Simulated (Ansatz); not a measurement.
**Al: band structure with PBE**

Al:

```
Al
1.0
     0.00000    2.02481    2.02481
     2.02481    0.00000    2.02481
     2.02481    2.02481    0.00000
Al
1
Direct
  0.00000 0.00000 0.00000
```

```yaml
Program: Ansatz 0.2.0
Task: band structure
Functional: PBE
Potentials_or_basis: Ansatz PAW polarizable
Cutoff: "420 eV (not typed: the program's choice for these potentials)"
k_mesh: 11 × 11 × 11
Occupations: fermi-dirac, width 0.05 eV
Spin: no spin polarisation
Path: "[[\"G\", \"X\", \"W\", \"K\", \"G\", \"L\", \"U\", \"W\", \"L\", \"K\"], [\"U\", \"X\"]]"
Points_for_each_segment_of_the_path: 14
```

```
Pressure               : -0.4 GPa
Band gap on the k mesh : none (metal or under the smearing width)
```

Levels at the corners of the path, in eV from the Fermi level:
| point | band 1 | band 2 | band 3 | band 4 | band 5 | band 6 | band 7 |
| --- | --- | --- | --- | --- | --- | --- | --- |
| Γ | -11.09 | 12.48 | 12.48 | 12.48 | 14.02 | 14.02 | 14.02 |
| X | -2.91 | -1.61 | 5.21 | 5.56 | 5.56 | 8.98 | 24.88 |
| W | -0.85 | -0.85 | 0.17 | 1.06 | 15.68 | 15.68 | 16.25 |
| K | -1.88 | -1.36 | -0.42 | 6.52 | 8.13 | 15.55 | 21.50 |
| Γ | -11.09 | 12.48 | 12.48 | 12.48 | 14.02 | 14.02 | 14.02 |
| L | -4.57 | -4.38 | 11.34 | 11.34 | 11.34 | 11.34 | 15.10 |
| U | -1.88 | -1.36 | -0.42 | 6.52 | 8.13 | 15.55 | 21.50 |
| W | -0.85 | -0.85 | 0.17 | 1.06 | 15.68 | 15.68 | 16.25 |
| L | -4.57 | -4.38 | 11.34 | 11.34 | 11.34 | 11.34 | 15.10 |
| K | -1.88 | -1.36 | -0.42 | 6.52 | 8.13 | 15.55 | 21.50 |
| U | -1.88 | -1.36 | -0.42 | 6.52 | 8.13 | 15.55 | 21.50 |
| X | -2.91 | -1.61 | 5.21 | 5.56 | 5.56 | 8.98 | 24.88 |

Run time: 0.81 s on 2 threads of Arm Neoverse V1, on a shared host, peak memory 0.25 GiB.
